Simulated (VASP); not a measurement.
# Mg (P6_3/mmc) in VASP: further runs

One crystal, Mg, is run at these levels: PBEsol+D3(BJ); tasks: relaxation of cell and atoms, electrostatic potential.

All numbers are computed with VASP 6.6.1; they aren't measurements. Logs are shortened: lines on timing, memory, paths and dates and some standing lists are left out, and cuts for length are marked.

## Step 1: The structure

Symmetry: P6_3/mmc, No. 194, hexagonal system. The conventional cell has a = 3.180 Å, b = 3.180 Å, c = 5.160 Å, α = 90.00°, β = 90.00°, γ = 120.00°. Mg (site symmetry -6m2) is surrounded by 12 Mg at 3.17 to 3.18 Å.

The cell was built by a generator and needn't be a form met in nature.

## Step 2: Relaxation of cell and atoms, PBEsol+D3(BJ)

Input file INCAR:

```
SYSTEM = Mg
PREC     = Accurate       ! precision mode
ENCUT    = 600            ! plane-wave cutoff, eV
EDIFF    = 1E-6           ! SCF threshold, eV
ISMEAR   = 1              ! smearing method
SIGMA    = 0.1            ! smearing width, eV
LREAL    = .FALSE.        ! projectors in reciprocal space
LASPH    = .TRUE.         ! aspherical terms in the spheres
NELM     = 120            ! most SCF steps
ALGO     = Fast           ! electronic algorithm
ISIF     = 3              ! what is computed and relaxed
LWAVE    = .FALSE.        ! write WAVECAR
LCHARG   = .FALSE.        ! write CHGCAR
GGA      = PS             ! functional
IVDW     = 12             ! dispersion correction
IBRION   = 2              ! ionic algorithm
NSW      = 40             ! ionic steps
EDIFFG   = -0.005         ! ionic threshold
```

Input file KPOINTS:

```
Automatic mesh
0
G
  16 16 8
  0 0 0
```

Input file POSCAR:

```
Mg
1.0
    3.1800000000      0.0000000000      0.0000000000
   -1.5900000000      2.7539607800      0.0000000000
    0.0000000000      0.0000000000      5.1600000000
Mg
2
Direct
    0.3333333300      0.6666666700      0.2500000000
    0.6666666700      0.3333333300      0.7500000000
```

Potentials or basis: VASP PAW PBE potentials, release 64 (Mg).

Launch:

```
$ cat potpaw_PBE.64/Mg/POTCAR > POTCAR
$ mpirun -np 1 vasp_std > vasp.out
```

OUTCAR:

```text
SYSTEM = Mg
   PREC = Accurate
   ENCUT = 600
   EDIFF = 1E-6
   ISMEAR = 1
   LREAL = .FALSE.
   LASPH = .TRUE.
   NELM = 120
   ISIF = 3
   GGA = PS
   IVDW = 12
   IBRION = 2
   NSW = 40
   EDIFFG = -0.005
 IVDW          = 12

 ion  position               nearest neighbor table
   1  0.333  0.667  0.250-   2 3.17   2 3.17   2 3.17   2 3.17   2 3.17   2 3.17
   2  0.667  0.333  0.750-   1 3.17   1 3.17   1 3.17   1 3.17   1 3.17   1 3.17

  LATTYP: Found a hexagonal cell.
 ALAT       =     3.1800000000
 C/A-ratio  =     1.6226415094

  Lattice vectors:

 A1 = (   3.1800000000,   0.0000000000,   0.0000000000)
 A2 = (  -1.5900000000,   2.7539607800,   0.0000000000)
 A3 = (   0.0000000000,   0.0000000000,   5.1600000000)

Analysis of symmetry for initial positions (statically):
=====================================================================
 Subroutine PRICEL returns:
 Original cell was already a primitive cell.

 Routine SETGRP: Setting up the symmetry group for a
 hexagonal supercell.

 Subroutine GETGRP returns: Found 24 space group operations
 (whereof 12 operations were pure point group operations)
 out of a pool of 24 trial point group operations.

The static configuration has the point symmetry D_3d.
 The point group associated with its full space group is D_6h.

Analysis of symmetry for dynamics (positions and initial velocities):
=====================================================================
 Subroutine PRICEL returns:
 Original cell was already a primitive cell.

 Routine SETGRP: Setting up the symmetry group for a
 hexagonal supercell.

 Subroutine GETGRP returns: Found 24 space group operations
 (whereof 12 operations were pure point group operations)
 out of a pool of 24 trial point group operations.

The dynamic configuration has the point symmetry D_3d.
 The point group associated with its full space group is D_6h.

 Subroutine INISYM returns: Found 24 space group operations
 (whereof 12 operations are pure point group operations),
 and found     1 'primitive' translations

----------------------------------------------------------------------------------------

                                     Primitive cell

  volume of cell :      45.1892

  direct lattice vectors                    reciprocal lattice vectors
     3.180000000  0.000000000  0.000000000     0.314465409  0.181556689  0.000000000
    -1.590000000  2.753960780  0.000000000     0.000000000  0.363113377  0.000000000
     0.000000000  0.000000000  5.160000000     0.000000000  0.000000000  0.193798450

  length of vectors
     3.180000000  3.179999997  5.160000000     0.363113377  0.363113377  0.193798450

  position of ions in fractional coordinates (direct lattice)
     0.333333330  0.666666670  0.250000000
     0.666666670  0.333333330  0.750000000

  ion indices of the primitive-cell ions
   primitive index   ion index
                 1           1
                 2           2

----------------------------------------------------------------------------------------

 KPOINTS: Automatic mesh

Automatic generation of k-mesh.
 Grid dimensions read from file:
 generate k-points for:   16   16    8

 Generating k-lattice:

  Cartesian coordinates                     Fractional coordinates (reciprocal lattice)
     0.019654088  0.011347293  0.000000000     0.062500000  0.000000000  0.000000000
     0.000000000  0.022694586  0.000000000     0.000000000  0.062500000  0.000000000
     0.000000000  0.000000000  0.024224806     0.000000000  0.000000000  0.125000000

  Length of vectors
     0.022694586  0.022694586  0.024224806

  Shift w.r.t. Gamma in fractional coordinates (k-lattice)
     0.000000000  0.000000000  0.000000000

 Subroutine IBZKPT returns following result:
 ===========================================

 Found    150 irreducible k-points:

 Following reciprocal coordinates:
            Coordinates               Weight
  0.000000  0.000000  0.000000      1.000000
  0.062500 -0.000000  0.000000      6.000000
  0.125000 -0.000000  0.000000      6.000000
  0.187500 -0.000000  0.000000      6.000000
  0.250000 -0.000000  0.000000      6.000000
  0.312500 -0.000000  0.000000      6.000000
[... 16 lines left out ...]
  0.187500  0.187500  0.000000      6.000000
  0.250000  0.187500  0.000000     12.000000
 [... further k-points ...]
   k-points           NKPTS =    150   k-points in BZ     NKDIM =    150   number of bands    NBANDS=      6
   number of dos      NEDOS =    301   number of ions     NIONS =      2
   total plane-waves  NPLWV =  32928
   dimension x,y,z NGX =    28 NGY =   28 NGZ =   42
   dimension x,y,z NGXF=    56 NGYF=   56 NGZF=   84
   ions per type =               2
   NGX,Y,Z   is equivalent  to a cutoff of  14.64, 14.64, 13.53 a.u.
   NGXF,Y,Z  is equivalent  to a cutoff of  29.28, 29.28, 27.06 a.u.
 SYSTEM =  Mg
   PREC   = accura    normal or accurate (medium, high low for compatibility)
   ISTART =      0    job   : 0-new  1-cont  2-samecut
   ICHARG =      2    charge: 1-file 2-atom 10-const
   ISPIN  =      1    spin polarized calculation?
   LNONCOLLINEAR =      F non collinear calculations
   LSORBIT =      F    spin-orbit coupling
   LASPH  =      T    aspherical Exc in radial PAW
   ENCUT  =  600.0 eV  44.10 Ry    6.64 a.u.   6.35  6.35 10.31*2*pi/ulx,y,z
   NELM   =    120;   NELMIN=  2; NELMDL= -5     # of ELM steps
   EDIFF  = 0.1E-05   stopping-criterion for ELM
   LREAL  =      F    real-space projection
   EDIFFG = -.5E-02   stopping-criterion for IOM
   NSW    =     40    number of steps for IOM
   IBRION =      2    ionic relax: 0-MD 1-quasi-New 2-CG
   NFREE  =      1    steps in history (QN), initial steepest desc. (CG)
   ISIF   =      3    stress and relaxation
   ISYM   =      2    0-nonsym 1-usesym 2-fastsym
   POTIM  = 0.5000    time-step for ionic-motion
   TEBEG  =    0.0;   TEEND  =   0.0 temperature during run
   PSTRESS=    0.0 pullay stress
   NELECT =       4.0000    total number of electrons
   NUPDOWN=      -1.0000    fix difference up-down
   EMIN   =  10.00;   EMAX   =-10.00  energy-range for DOS
   EFERMI =   0.00;   METHOD = LEGACY
   ISMEAR =     1;   SIGMA  =   0.10  broadening in eV -4-tet -1-fermi 0-gaus
   EFERMI_NEDOS =   21; number of points for ismear=-14 and -15
   IALGO  =     68    algorithm
   IMIX   =      4    mixing-type and parameters
     AMIX     =   0.40;   BMIX     =  1.00
     AMIX_MAG =   1.60;   BMIX_MAG =  1.00
  volume/ion in A,a.u.               =      22.59       152.48
  Fermi-wavevector in a.u.,A,eV,Ry     =   0.729597  1.378739  7.242550  0.532312
  Thomas-Fermi vector in A             =   1.821359
   LORBIT       =      0    0 simple, 1 ext, 2 COOP (PROOUT), +10 PAW based schemes
   GGA     = PS    functional components
   LHFCALC =     F    Hartree Fock is set to
   AEXX    =    0.0000 exact exchange contribution
   IVDW    =    12    specifies the selected vdW correction
   LEPSILON=     F    determine dielectric tensor
   LRPA    =     F    only Hartree local field effects (RPA)
 conjugate gradient relaxation of ions
 non-spin polarized calculation
 RMM-DIIS sequential band-by-band and
 Methfessel and Paxton  Order N= 1 SIGMA  =   0.10
  energy-cutoff  :      600.00
  volume of cell :       45.19
 maximum number of plane-waves:      1528
 NGX is ok and might be reduce to    28
   NGX = 13   NGY = 13   NGZ = 21

--------------------------------------- Ionic step        1  -------------------------------------------

 number of electron       4.0000000 magnetization

 Free energy of the ion-electron system (eV)
  ---------------------------------------------------
  ext. energy  EPLUGINS =         0.00000000
  ---------------------------------------------------
  free energy    TOTEN  =        -3.44282815 eV

  energy without entropy =       -3.44267185  energy(sigma->0) =       -3.44277605

------------------------ aborting loop because EDIFF is reached ----------------------------------------

 Edisp (eV)   -0.53153

 E8    (eV) :    -0.3524

  FORCE on cell =-STRESS in cart. coord.  units (eV):
  Direction    XX          YY          ZZ          XY          YZ          ZX
  --------------------------------------------------------------------------------------
  -------------------------------------------------------------------------------------
  Total      -0.57092    -0.57092    -0.67850    -0.00000     0.00000     0.00000
  in kB     -20.24173   -20.24173   -24.05620    -0.00000     0.00000     0.00000
  external pressure =      -21.51 kB  Pullay stress =        0.00 kB
[... 261 lines left out ...]
  energy  without entropy=       -3.9921052018  energy(sigma->0) =       -3.99236265

--------------------------------------- Ionic step        8  -------------------------------------------

 number of electron       4.0000000 magnetization

 Free energy of the ion-electron system (eV)
  ---------------------------------------------------
  ext. energy  EPLUGINS =         0.00000000
  ---------------------------------------------------
  free energy    TOTEN  =        -3.42812047 eV

  energy without entropy =       -3.42773735  energy(sigma->0) =       -3.42799276

 E-fermi :   2.9941     XC(G=0):  -8.7664

 val. band max:        2.9592933950   @ k =   0.4375  -0.0000   0.3750
 cond. band min:       2.9944165102   @ k =   0.3125   0.3125   0.2500
 fundamental gap:      0.0351231151
 Fermi energy:         2.9940662700

 k-point     1 :       0.0000    0.0000    0.0000
  band No.  band energies     occupation
      1      -4.2677      2.00000
      2       1.2273      2.00000
      3       1.8348      2.00000
      4      14.2369      0.00000
      5      14.2369      0.00000
      6      14.4846      0.00000

 k-point     2 :       0.0625   -0.0000    0.0000
  band No.  band energies     occupation
      1      -4.1874      2.00000
      2       1.2999      2.00000
      3       1.9121      2.00000
      4      12.6011      0.00000
      5      13.3697      0.00000
      6      14.1858      0.00000
[... 190 lines left out ...]
 k-point    24 :       0.2500    0.1875    0.0000
  band No.  band energies     occupation
      1      -1.3451      2.00000
      2       3.9226     -0.00000
      3       4.0345     -0.00000
      4       5.1281      0.00000
      5       6.4155      0.00000
      6       9.7611      0.00000

 [... further k-points ...]

------------------------ aborting loop because EDIFF is reached ----------------------------------------

 Edisp (eV)   -0.56438

 E8    (eV) :    -0.3744

  FORCE on cell =-STRESS in cart. coord.  units (eV):
  Direction    XX          YY          ZZ          XY          YZ          ZX
  --------------------------------------------------------------------------------------
  -------------------------------------------------------------------------------------
  Total       0.00011     0.00011    -0.00168     0.00000    -0.00000     0.00000
  in kB       0.00399     0.00399    -0.06304     0.00000    -0.00000     0.00000
  external pressure =       -0.02 kB  Pullay stress =        0.00 kB
[... 17 lines left out ...]
  FREE ENERGIE OF THE ION-ELECTRON SYSTEM (eV)
  ---------------------------------------------------
  free  energy   TOTEN  =        -3.9924965781 eV

  energy  without entropy=       -3.9921134600  energy(sigma->0) =       -3.99236887

 reached required accuracy - stopping structural energy minimisation
```

It took 2.7 min on 1 thread of Intel Xeon Platinum 8375C at 2.90GHz (Ice Lake), shared host; peak memory 0.23 GiB.

What came out:

| Quantity | Value |
| --- | --- |
| Free energy | -3.9925 eV |
| Relaxed volume | 21.34 Å³/atom |
| Relaxed cell | a = 3.129 Å, b = 3.129 Å, c = 5.033 Å, α = 90.00°, β = 90.00°, γ = 120.00° |
| Space group after relaxing (to 0.05 Å) | P6_3/mmc (No. 194) |
| Energy gained by relaxing | 9.1 meV/atom |
| Ionic steps | 8 |
| Pressure after relaxing | 0.0 GPa |
| Band gap on the k mesh | none (metal or under the smearing width) |
| Dispersion energy per atom | -0.282 eV |

The path:
| step | energy change (eV) | largest force (eV/Å) | pressure (GPa) | volume (Å³) |
| --- | --- | --- | --- | --- |
| 1 | 0.0000 | 0.0000 | -2.15 | 45.19 |
| 2 | -0.0170 | 0.0000 | -0.54 | 43.23 |
| 3 | -0.0180 | 0.0000 | 0.00 | 42.67 |
| 4 | -0.0180 | 0.0000 | 0.05 | 42.63 |
| 5 | -0.0181 | 0.0000 | 0.04 | 42.63 |
| 6 | -0.0181 | 0.0000 | 0.04 | 42.63 |
| 7 | -0.0181 | 0.0000 | 0.04 | 42.63 |
| 8 | -0.0181 | 0.0000 | 0.00 | 42.67 |

Final structure:
```xyz
2
Lattice="3.1288 0.0000 0.0000 -1.5644 2.7096 0.0000 0.0000 0.0000 5.0334" Properties=species:S:1:pos:R:3 pbc="T T T"
Mg    0.0000    1.8064    1.2584
Mg    1.5644    0.9032    3.7751
```

Levels at points of the mesh, in eV from the Fermi level:
| k point | band 1 | band 2 | band 3 | band 4 | band 5 |
| --- | --- | --- | --- | --- | --- |
| (0.00, 0.00, 0.00) | -7.26 | -1.77 | -1.16 | 11.24 | 11.24 |
| (0.50, 0.00, 0.00) | -2.31 | -2.24 | 2.77 | 3.05 | 3.54 |
| (0.00, 0.00, 0.50) | -5.78 | -5.78 | 5.39 | 5.39 | 12.01 |
| (0.50, 0.00, 0.50) | -1.20 | -1.20 | -0.45 | -0.45 | 8.27 |

Caveat: the PAW data sets were made with another functional, which shifts forces and pressure a little; pairwise dispersion overbinds metals, which lowers pressure and volume.

## Step 3: Electrostatic potential, PBEsol+D3(BJ)

This run uses another cell than the first one, of 21.34 Å³/atom, 0.944 times its volume.

Input file INCAR:

```
SYSTEM = Mg
PREC = Accurate ; ENCUT = 520
EDIFF = 1E-6 ; ISMEAR = 1
SIGMA = 0.1 ; LREAL = .FALSE.
LASPH = .TRUE. ; NELM = 60
ALGO = Fast ; ISIF = 2
LWAVE = .FALSE. ; LCHARG = .TRUE.
GGA = PS ; IVDW = 12
LVHAR = .TRUE.
```

KPOINTS is that of step 2.

Input file POSCAR:

```
Mg                                      
1.0
    3.1287908139      0.0000000000      0.0000000000
   -1.5643954070      2.7096123241     -0.0000000000
    0.0000000000     -0.0000000000      5.0334465457
  Mg            
     2
Direct
     0.3333333300000021    0.6666666699999979    0.2500000000000000
     0.6666666699999979    0.3333333300000021    0.7500000000000000
```

Potentials or basis: VASP PAW PBE potentials, release 64 (Mg).

Launch:

```
$ cat potpaw_PBE.64/Mg/POTCAR > POTCAR
$ mpirun -np 1 vasp_std > vasp.out
```

OUTCAR:

```text
SYSTEM = Mg
   PREC = Accurate
   ENCUT = 520
   EDIFF = 1E-6
   ISMEAR = 1
   LREAL = .FALSE.
   LASPH = .TRUE.
   NELM = 60
   ISIF = 2
   GGA = PS
   IVDW = 12
 IVDW          = 12

 ion  position               nearest neighbor table
   1  0.333  0.667  0.250-   2 3.10   2 3.10   2 3.10   2 3.10   2 3.10   2 3.10
   2  0.667  0.333  0.750-   1 3.10   1 3.10   1 3.10   1 3.10   1 3.10   1 3.10

  LATTYP: Found a hexagonal cell.
 ALAT       =     3.1287908139
 C/A-ratio  =     1.6087513820

  Lattice vectors:

 A1 = (   3.1287908139,   0.0000000000,   0.0000000000)
 A2 = (  -1.5643954070,   2.7096123241,   0.0000000000)
 A3 = (   0.0000000000,   0.0000000000,   5.0334465457)

Analysis of symmetry for initial positions (statically):
=====================================================================
 Subroutine PRICEL returns:
 Original cell was already a primitive cell.

 Routine SETGRP: Setting up the symmetry group for a
 hexagonal supercell.

 Subroutine GETGRP returns: Found 24 space group operations
 (whereof 12 operations were pure point group operations)
 out of a pool of 24 trial point group operations.

[... 169 lines left out ...]
 val. band max:        2.9594214283   @ k =   0.4375  -0.0000   0.3750
 cond. band min:       2.9945889007   @ k =   0.3125   0.3125   0.2500
 fundamental gap:      0.0351674724
 Fermi energy:         2.9942094278

 k-point     1 :       0.0000    0.0000    0.0000
  band No.  band energies     occupation
      1      -4.2676      2.00000
      2       1.2275      2.00000
      3       1.8349      2.00000
      4      14.2372      0.00000
      5      14.2374      0.00000
      6      14.4848      0.00000
[... 199 lines left out ...]
 k-point    24 :       0.2500    0.1875    0.0000
  band No.  band energies     occupation
      1      -1.3450      2.00000
      2       3.9228     -0.00000
      3       4.0347     -0.00000
      4       5.1282      0.00000
      5       6.4156      0.00000
      6       9.7613      0.00000

 [... further k-points ...]

------------------------ aborting loop because EDIFF is reached ----------------------------------------

 Edisp (eV)   -0.56438

 E8    (eV) :    -0.3744

  FORCE on cell =-STRESS in cart. coord.  units (eV):
  Direction    XX          YY          ZZ          XY          YZ          ZX
  --------------------------------------------------------------------------------------
  -------------------------------------------------------------------------------------
  Total       0.00036     0.00036    -0.00140    -0.00000    -0.00000     0.00000
  in kB       0.01368     0.01368    -0.05240    -0.00000    -0.00000     0.00000
  external pressure =       -0.01 kB  Pullay stress =        0.00 kB

 VOLUME and BASIS-vectors are now :
 -----------------------------------------------------------------------------
  energy-cutoff  :      520.00
  volume of cell :       42.67
      direct lattice vectors                 reciprocal lattice vectors
     3.128790814  0.000000000  0.000000000     0.319612291  0.184528242  0.000000000
    -1.564395407  2.709612324  0.000000000     0.000000000  0.369056485  0.000000000
     0.000000000  0.000000000  5.033446546     0.000000000  0.000000000  0.198671028

 POSITION                                       TOTAL-FORCE (eV/Angst)
 -----------------------------------------------------------------------------------
     -0.00000      1.80641      1.25836        -0.000000      0.000000      0.000000
      1.56440      0.90320      3.77508         0.000000     -0.000000      0.000000
 -----------------------------------------------------------------------------------
    total drift:                                0.000000     -0.000000      0.000000

  FREE ENERGIE OF THE ION-ELECTRON SYSTEM (eV)
  ---------------------------------------------------
  free  energy   TOTEN  =        -3.9922086912 eV

  energy  without entropy=       -3.9918256960  energy(sigma->0) =       -3.99208103
```

stdout:

```text
POSCAR found type information on POSCAR Mg
 POSCAR found :  1 types and       2 ions
 scaLAPACK will be used
 -----------------------------------------------------------------------------
|                                                                             |
|                                                                             |
|     You enforced a specific xc type in the INCAR file but a different       |
|     I HOPE YOU KNOW WHAT YOU ARE DOING!                                     |
|                                                                             |
 -----------------------------------------------------------------------------

 LDA part: xc-table for (Slater+PW92), standard interpolation
 POSCAR, INCAR and KPOINTS ok, starting setup
 FFT: planning ... GRIDC
 FFT: planning ... GRID_SOFT
 FFT: planning ... GRID
 WAVECAR not read
 entering main loop
```

It took 26 s on 1 thread of Intel Xeon Platinum 8375C at 2.90GHz (Ice Lake), shared host; peak memory 0.19 GiB.

Results:

- Free energy: -3.9922 eV
- Pressure: 0.0 GPa
- Band gap on the k mesh: none (metal or under the smearing width)
- Dispersion energy per atom: -0.282 eV

Levels at points of the mesh, in eV from the Fermi level:
```tsv
k point	band 1	band 2	band 3	band 4	band 5
(0.00, 0.00, 0.00)	-7.26	-1.77	-1.16	11.24	11.24
(0.50, 0.00, 0.00)	-2.31	-2.24	2.77	3.05	3.54
(0.00, 0.00, 0.50)	-5.78	-5.78	5.39	5.39	12.01
(0.50, 0.00, 0.50)	-1.20	-1.20	-0.45	-0.45	8.27
```

Caveat: the PAW data sets were made with another functional, which shifts forces and pressure a little; pairwise dispersion overbinds metals, which lowers pressure and volume.
